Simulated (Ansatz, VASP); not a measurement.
# Si4N: VASP beside Ansatz

```
Si N
1.0
     4.11310    0.00000    0.00000
     0.00000    4.11310    0.00000
     0.00000    0.00000    4.11310
Si N
4 1
Cartesian
  2.0565 0.0000 0.0000
  0.0000 2.0565 0.0000
  0.0000 0.0000 2.0565
  2.0565 2.0565 2.0565
  0.0000 0.0000 0.0000
```

Change from the starting cell: species swapped into the Co4N type (Pm-3m, No. 221).

Alike in both runs: task single point; functional PBE; k mesh 4 × 4 × 4; occupations gaussian, width 0.1 eV; no spin polarisation.

|  | VASP | Ansatz |
| --- | --- | --- |
| version | VASP 6.6.1 | Ansatz 0.2.0 |
| potentials or method | VASP PAW PBE potentials, release 64 (Si, N) | scalar-relativistic, plane waves, PAW |
| plane-wave cutoff (eV) | 520 | 420 |
| valence electrons in the cell | 21 | 21 |

```csv
,VASP,Ansatz,Ansatz less VASP
gap on the k mesh at the Fermi level (eV),none,none,-
pressure (GPa),-2.5,-2.6,-0.04
```

A gap of «none» marks a metal or a gap that the smearing closes.

Caveats: the k mesh is coarse (spacing up to 0.38 Å⁻¹), so the values aren't converged.
